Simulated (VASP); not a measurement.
A run of VASP 6.6.1 is set up as follows.

POSCAR

```
HfO2
1.0
    0.0000000000      2.5921560000      2.5921560000
    2.5921560000      0.0000000000      2.5921560000
    2.5921560000      2.5921560000      0.0000000000
Hf O
1 2
Direct
    0.0000000000      0.0000000000      0.0000000000
    0.2500000000      0.2500000000      0.2500000000
    0.7500000000      0.7500000000      0.7500000000
```

Contents of INCAR.step1:

```
SYSTEM = HfO2
  ALGO = Normal
  EDIFF = 1E-4
  ENCUT = 520
  GGA = PE
  ISMEAR = -5
  LASPH = .True.
  LCHARG = .False.
  LMAXMIX = 4
  LREAL = .False.
  LWAVE = .True.
  NBANDS = 18
  NELM = 80
  PREC = Accurate
  SIGMA = 0.1
```

Contents of INCAR.step2:

```
SYSTEM = HfO2
  ALGO = Normal
  EDIFF = 1E-6
  ENCUT = 520
  ISIF = 2
  ISMEAR = -1
  ISTART = 1
  LASPH = .True.
  LCHARG = .False.
  LMAXMIX = 4
  LMIXTAU = .True.
  LORBIT = 10
  LREAL = .False.
  LWAVE = .False.
  METAGGA = R2SCAN
  NBANDS = 18
  NELM = 80
  PREC = Accurate
  SIGMA = 0.1
```

File KPOINTS:

```
k-points
0
Gamma
  9 9 9
  0 0 0
```

Potentials or basis: VASP PAW PBE potentials, release 64 (Hf_pv, O).

Command:

```sh
$ cat potpaw_PBE.64/Hf_pv/POTCAR potpaw_PBE.64/O/POTCAR > POTCAR
$ cp INCAR.step1 INCAR
$ mpirun -np 1 vasp_std > vasp.out
$ cp INCAR.step2 INCAR
$ mpirun -np 1 vasp_std > vasp.out
```

**Question.** Estimate the band gap on the k mesh.

**Answer.** 4.20 eV, indirect (least direct gap 4.30 eV).

**Question.** What does it give for the pressure?

**Answer.** -20.4 GPa.

Caveat: so large a pressure means that the cell lies far from this level's equilibrium, or that cutoff or potentials fall short; the potentials were made for another functional, which shifts forces and pressure; spin-orbit coupling is left out, which moves the levels of the heavy elements; an odd mesh through Γ misses points on the zone boundary, where band edges often lie. r2SCAN opens gaps a little over a GGA but as a rule still falls short of measured ones.
